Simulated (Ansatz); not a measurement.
## Is this Sb structure a true minimum?

The cell was reached from a generator's guess, though it ends in a space group that the Crystallography Open Database lists for this formula.

All numbers below come from Ansatz, DFT PBE, scalar-relativistic, plane waves, PAW. Settings: cutoff 420 eV, Γ-centred mesh 18×18×10 on the computed 2-atom cell, Gaussian smearing of 0.10 eV; no spin polarisation.

The cell below (2 atoms, space group P6_3/mmc (No. 194)) is relaxed within its symmetry.

```cif
data_structure
_symmetry_space_group_name_H-M 'P 1'
_symmetry_Int_Tables_number 1
_cell_length_a 3.3654
_cell_length_b 3.3654
_cell_length_c 5.5911
_cell_angle_alpha 90.000
_cell_angle_beta 90.000
_cell_angle_gamma 120.000
_cell_volume 54.84
loop_
_atom_site_label
_atom_site_type_symbol
_atom_site_fract_x
_atom_site_fract_y
_atom_site_fract_z
_atom_site_occupancy
Sb1 Sb 0.33333 0.66667 0.75000 1
Sb2 Sb 0.66667 0.33333 0.25000 1
```

For the test a repeat of it with 4 atoms (edges 3.37, 3.37, 11.18 Å) was strained at random (σ = 1.5 % a component), the atoms were moved at random (σ = 0.10 Å), and all was relaxed again on a coarse 6×6×2 mesh (in the run’s order of axes) with 0.20 eV smearing, with no symmetry imposed.

Spin–orbit coupling, which can matter for Sb, is left out.

**Question.** Is the structure stable against such a distortion?

**Answer.** It doesn't return. The energy falls by 75 meV/atom on that mesh, the volume changes by 5.0 %, and the end has space group P6/mmm (No. 191) at a loose tolerance. Relaxed again on an 18×18×18 mesh with 0.10 eV smearing, the new structure lies 125 meV/atom below the first (mesh in the axes of the run's cell; the cell below is made exact in the group named). Space group P6/mmm (No. 191), hexagonal, a = 3.282 Å, c = 3.125 Å. Sb is surrounded by 8 Sb at 3.12–3.28 Å.

```cif
data_structure
_symmetry_space_group_name_H-M 'P6/mmm'
_symmetry_Int_Tables_number 191
_cell_length_a 3.2823
_cell_length_b 3.2823
_cell_length_c 3.1248
_cell_angle_alpha 90.000
_cell_angle_beta 90.000
_cell_angle_gamma 120.000
_cell_volume 29.15
loop_
_atom_site_label
_atom_site_type_symbol
_atom_site_symmetry_multiplicity
_atom_site_Wyckoff_symbol
_atom_site_fract_x
_atom_site_fract_y
_atom_site_fract_z
_atom_site_occupancy
Sb1 Sb 1 b 0.00000 0.00000 0.50000 1
```
